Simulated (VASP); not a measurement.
The system is BN.

```
N B
1.0
     2.49824    0.00000    0.00000
    -1.24912    2.16354    0.00000
     0.00000    0.00000    6.63570
N B
2 2
Direct
  0.66667 0.33333 0.25000
  0.33333 0.66667 0.75000
  0.66667 0.33333 0.75000
  0.33333 0.66667 0.25000
```

Base run:

| Quantity | Value |
| --- | --- |
| Program | VASP 6.6.1 |
| Functional | r2SCAN |
| Potentials or basis | VASP PAW PBE potentials, release 64 (N, B) |
| Cutoff | 520 eV |
| k mesh | 12 × 12 × 4 |
| Occupations | gaussian, width 0.02 eV |
| Spin | no spin polarisation |

Its results: band gap on the k mesh 4.89 eV, indirect (least direct gap 5.32 eV); pressure 1.5 GPa.

Question: The run is repeated on the same cell with these changes: functional from r2SCAN to PBEsol. What comes out?

Answer: Band gap on the k mesh 4.18 eV, indirect (least direct gap 4.60 eV); pressure 2.5 GPa.

r2SCAN gives the wider gap, since meta-GGAs in the generalised Kohn-Sham scheme recover part of the derivative discontinuity.

Caveats: the PAW data sets were made with another functional, which shifts forces and pressure a little; this functional lacks dispersion, which binds the layers, so the pressure and a relaxed spacing across them are unreliable (some runs).

A k mesh can miss the band edges.
